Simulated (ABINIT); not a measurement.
Input of an ABINIT 10.8.3 (patched build) run:

run.abi

```
# Pseudopotentials
pp_dirpath "./"
pseudos "Hf.LDA_PW-JTH.xml, B.LDA_PW-JTH.xml"

# Structure
acell 5.9337400313 5.9337400314 6.5762469137
rprim
     1.0000000000     0.0000000000     0.0000000000
    -0.5000000000     0.8660254038     0.0000000000
     0.0000000000     0.0000000000     1.0000000000
ntypat 2
znucl 72 5
natom 3
typat 1 2 2
xred
     0.0000000000     0.0000000000     0.0000000000
     0.6666666667     0.3333333333     0.5000000000
     0.3333333333     0.6666666667     0.5000000000

# Plane-wave basis
ecut 17.0
pawecutdg 34.0

# k points
kptopt 1
ngkpt 13 13 10
nshiftk 1
shiftk 0.0 0.0 0.0

# Exchange and correlation
ixc 7

# Bands and occupations
nband 13
occopt 3
tsmear 0.05 eV

# SCF cycle
nstep 100
tolvrs 1.0e-9

# Output
iomode 3
prtwf 0
prtden 0
prteig 0
prtebands 0
enunit 1
```

Potentials or basis: JTH PAW LDA v2.0.

The run is started by

```bash
$ abinit run.abi > log 2>&1
```

Q: What does it give for the band gap on the k mesh?

A: None (metal or under the smearing width).

Q: Predict the pressure.

A: -10.5 GPa.

Stress tensor (GPa, compression positive):
```
-10.45   0.00   0.00
  0.00 -10.45   0.00
  0.00   0.00 -10.55
```

Spin-orbit coupling is left out, which matters for the levels of Hf.
